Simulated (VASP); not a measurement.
Set up this calculation in VASP 6.6.1, as the native input.

```
Task                   : single point
Functional             : PBE
Potentials or basis    : VASP PAW PBE potentials, release 64 (Ga_d, As)
Cutoff                 : 520 eV
k mesh                 : 20 × 20 × 20
Occupations            : gaussian, width 0.1 eV
Spin                   : no spin polarisation
Dipole correction      : no
Further INCAR settings : ALGO = Fast; EDIFF = 1e-07; NBANDS = 16
```

The structure of GaAs lies in POSCAR:

```
GaAs
1.0
   -1.9064872609      1.9064872609      2.6953140469
    1.9064872609     -1.9064872609      2.6953140469
    1.9064872609      1.9064872609     -2.6953140469
Ga As
1 1
Direct
    0.0000000000      0.0000000000      0.0000000000
    0.5000000000      0.5000000000      0.0000000000
```

The cell was built by a generator and needn't be a form met in nature.

The cell isn't the ideal one: species swapped into the TlF type (I4/mmm, No. 139).

These files were run (other wordings do the same):

INCAR

```
SYSTEM = GaAs
  PREC = Accurate
  ENCUT = 520
  EDIFF = 1E-7
  ISMEAR = 0
  SIGMA = 0.1
  LREAL = .False.
  LASPH = .True.
  NELM = 100
  ALGO = Fast
  ISIF = 2
  LWAVE = .False.
  LCHARG = .False.
  GGA = PE
  NBANDS = 16
```

KPOINTS

```
Automatic mesh
0
Gamma
  20 20 20
  0 0 0
```

Potentials or basis: VASP PAW PBE potentials, release 64 (Ga_d, As).

Launch:

```sh
$ cat potpaw_PBE.64/Ga_d/POTCAR potpaw_PBE.64/As/POTCAR > POTCAR
$ mpirun -np 1 vasp_std > vasp.out
```

Results of the run:

- Pressure: 0.1 GPa
- Band gap on the k mesh: none (metal or under the smearing width)

Run time: 3.7 min on 1 thread of AMD EPYC 9R45 96-Core Processor (Zen 5) (shared host), peak memory 0.47 GiB.
